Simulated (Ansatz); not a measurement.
# SrTiO3: the cost of one run

Computed with Ansatz 0.2.0 (DFT, PBE, plane-wave PAW, default files, scalar-relativistic, frozen cores, as far as a step names no other, unless a step's input says otherwise).

**1. The starting structure**

It takes space group I4/mcm (No. 140, tetragonal). The conventional cell has a = 5.511 Å, b = 5.511 Å, c = 7.796 Å, α = 90.00°, β = 90.00°, γ = 90.00°. Sr (site symmetry -42m) is surrounded by 12 O at 2.73 to 2.78 Å. Ti (site symmetry 4/m) is surrounded by 6 O at 1.95 Å. Around O (site symmetry 422) lie 2 Ti at 1.95 Å and 4 Sr at 2.76 Å. Around O (site symmetry m2m) lie 2 Ti at 1.95 Å and 4 Sr at 2.73 to 2.78 Å.

Structure file:

```cif
data_structure
_symmetry_space_group_name_H-M 'I4/mcm'
_symmetry_Int_Tables_number 140
_cell_length_a 5.5110
_cell_length_b 5.5110
_cell_length_c 7.7960
_cell_angle_alpha 90.000
_cell_angle_beta 90.000
_cell_angle_gamma 90.000
_cell_volume 236.77
loop_
_atom_site_label
_atom_site_type_symbol
_atom_site_symmetry_multiplicity
_atom_site_Wyckoff_symbol
_atom_site_fract_x
_atom_site_fract_y
_atom_site_fract_z
_atom_site_occupancy
Sr1 Sr 4 b 0.00000 0.50000 0.25000 1
Ti1 Ti 4 c 0.00000 0.00000 0.00000 1
O1 O 4 a 0.00000 0.00000 0.25000 1
O2 O 8 h 0.24510 0.74510 0.00000 1
```

The earlier run gave: gap on the mesh 1.90 eV, largest force 0.016 eV/Å, pressure 5.5 GPa.

The printed gradients, by site:

| site | atoms | first shell | V_zz (10²¹ V/m²) | η | C_Q (MHz) |
| --- | --- | --- | --- | --- | --- |
| Sr | 1, 2 | 12 O at 2.73–2.78 Å | -0.069 | 0.00 | -0.506 (⁸⁷Sr) |
| Ti | 3, 4 | 6 O at 1.95 Å | 0.012 | 0.00 | 0.072 (⁴⁹Ti) |
| O5 | 5, 6 | 2 Ti at 1.95 Å, angle 180°; also 4 Sr at 2.76 Å | 1.31 | 0.00 | -0.811 (¹⁷O) |
| O7 | 7, 8, 9, 10 | 2 Ti at 1.95 Å, angle 178°; also 4 Sr at 2.73–2.78 Å | 1.31 | 0.01 | -0.812 (¹⁷O) |

V_zz is the principal component of the electric field gradient with the largest magnitude, η = (V_xx − V_yy)/V_zz and C_Q = eQV_zz/h. Q values from Pyykkö, Mol. Phys. 116, 1328 (2018).

**2. Ions relaxed at fixed cell**

Input file input.yaml:

```yaml
crystal:
  lattice:
    - [-2.7555, 2.7555, 3.898]
    - [2.7555, -2.7555, 3.898]
    - [2.7555, 2.7555, -3.898]
  atoms:
    - { symbol: Sr, position: [0.75, 0.25, 0.5] }
    - { symbol: Sr, position: [0.25, 0.75, 0.5] }
    - { symbol: Ti, position: [0.0, 0.0, 0.0] }
    - { symbol: Ti, position: [0.5, 0.5, 0.0] }
    - { symbol: O, position: [0.25, 0.25, 0.0] }
    - { symbol: O, position: [0.75, 0.75, 0.0] }
    - { symbol: O, position: [0.7451, 0.2451, 0.9902] }
    - { symbol: O, position: [0.2451, 0.2549, 0.5] }
    - { symbol: O, position: [0.2549, 0.7549, 0.0098] }
    - { symbol: O, position: [0.7549, 0.7451, 0.5] }
kpoints:
  mp_grid: { grid: [8, 8, 8] }
scf:
  occupations: { method: fermi_dirac, width: 0.02 }
hamiltonian:
  xc: pbe
  pseudopotentials: { kind: paw, frozen_core: stored }
output:
  forces: true
  stress: true
  populations: true
  efg: { quadrupole_moments_barn: { Sr: 0.305, Ti: 0.247, O: -0.02558 } }
relax:
  f_tol: 0.02
  max_steps: 60
```

Run with:

```console
> ansatz run input.yaml --threads 4 --pin off --max-ram 8192MiB --backend cpu --events-out ev --progress --plain --runs-dir out
```

Q: Estimate wall time and peak memory on 4 threads of Intel Xeon 6975P-C (Granite Rapids), shared host.

About 14 s, with a peak of 0.73 GiB.
